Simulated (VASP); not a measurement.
Crystal: SnTe.

```
Te Sn
1.0
     0.00000    3.15085    3.15085
     3.15085    0.00000    3.15085
     3.15085    3.15085    0.00000
Te Sn
1 1
Direct
  0.50000 0.50000 0.50000
  0.00000 0.00000 0.00000
```

```yaml
Program: VASP 6.6.1
Task: relaxation of cell and atoms
Functional: r2SCAN
Potentials_or_basis: VASP PAW PBE potentials, release 64 (Te, Sn_d)
Cutoff: 600 eV
k_mesh: 6 × 6 × 6
Occupations: gaussian, width 0.02 eV
Spin: no spin polarisation
```

At the start: pressure 1.8 GPa; volume 31.28 Å³/atom.

Problem. Where does the relaxation end?

Solution. Over 3 steps the energy falls by 6.3 meV/atom and the volume is 32.45 Å³/atom (+3.7 %); space group Fm-3m (No. 225, to 0.05 Å).

Step by step:
| step | energy change (eV) | largest force (eV/Å) | pressure (GPa) | volume (Å³) |
| --- | --- | --- | --- | --- |
| 1 | 0.0000 | 0.0000 | 1.76 | 62.56 |
| 2 | -0.0112 | 0.0000 | -0.56 | 65.73 |
| 3 | -0.0126 | 0.0000 | 0.00 | 64.91 |

Final structure:
```
CELL_PARAMETERS angstrom
0.00000 3.18970 3.18970
3.18970 0.00000 3.18970
3.18970 3.18970 0.00000
ATOMIC_POSITIONS crystal
Te 0.50000 0.50000 0.50000
Sn 0.00000 0.00000 0.00000
```

Caveat: the PAW data sets were made with another functional, which shifts forces and pressure a little.
